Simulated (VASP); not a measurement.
Write the native input for VASP 6.6.1 that does the following.

```
Task                   : relaxation of cell and atoms
Functional             : r2SCAN
Potentials or basis    : VASP PAW PBE potentials, release 64 (Si)
Cutoff                 : 600 eV
k mesh                 : 8 × 8 × 8
Occupations            : fermi-dirac, width 0.05 eV
Spin                   : no spin polarisation
Further INCAR settings : ALGO = Normal; EDIFF = 1e-06; IBRION = 2; EDIFFG = -0.01; NSW = 60; ISIF = 3
```

The structure of Si lies in POSCAR:

```
Si
1.0
    0.0000000000      2.7218511865      2.7218511865
    2.7218511865      0.0000000000      2.7218511865
    2.7218511865      2.7218511865      0.0000000000
Si
2
Direct
    0.5000000000      0.5000000000      0.5000000000
    0.7500000000      0.7500000000      0.7500000000
```

These files were run (other wordings do the same):

INCAR

```
SYSTEM = Si
  PREC = Accurate
  ENCUT = 600
  EDIFF = 1E-6
  ISMEAR = -1
  SIGMA = 0.05
  LREAL = .FALSE.
  LASPH = .TRUE.
  NELM = 60
  ALGO = Normal
  ISIF = 3
  LWAVE = .FALSE.
  LCHARG = .FALSE.
  METAGGA = R2SCAN
  LMIXTAU = .TRUE.
  IBRION = 2
  NSW = 60
  EDIFFG = -0.01
```

KPOINTS

```
Automatic mesh
0
G
  8 8 8
  0 0 0
```

Potentials or basis: VASP PAW PBE potentials, release 64 (Si).

Launch:

```console
$ cat potpaw_PBE.64/Si/POTCAR > POTCAR
$ mpirun -np 1 vasp_std > vasp.out
```

Results of the run:

| Item | Value |
| --- | --- |
| Relaxed volume | 20.12 Å³/atom |
| Relaxed cell | a = 3.847 Å, b = 3.847 Å, c = 3.847 Å, α = 60.00°, β = 60.00°, γ = 60.00° |
| Space group after relaxing (to 0.05 Å) | Fd-3m (No. 227) |
| Energy gained by relaxing | 0.0 meV/atom |
| Ionic steps | 3 |
| Pressure after relaxing | 0.0 GPa |
| Band gap on the k mesh | 0.82 eV, indirect (least direct gap 2.76 eV) |

Caveat: the PAW data sets were made with another functional, which shifts forces and pressure a little.

Wall time 52 s on 1 thread of Intel(R) Xeon(R) 6975P-C (Granite Rapids), on a shared host, peak memory 0.17 GiB.
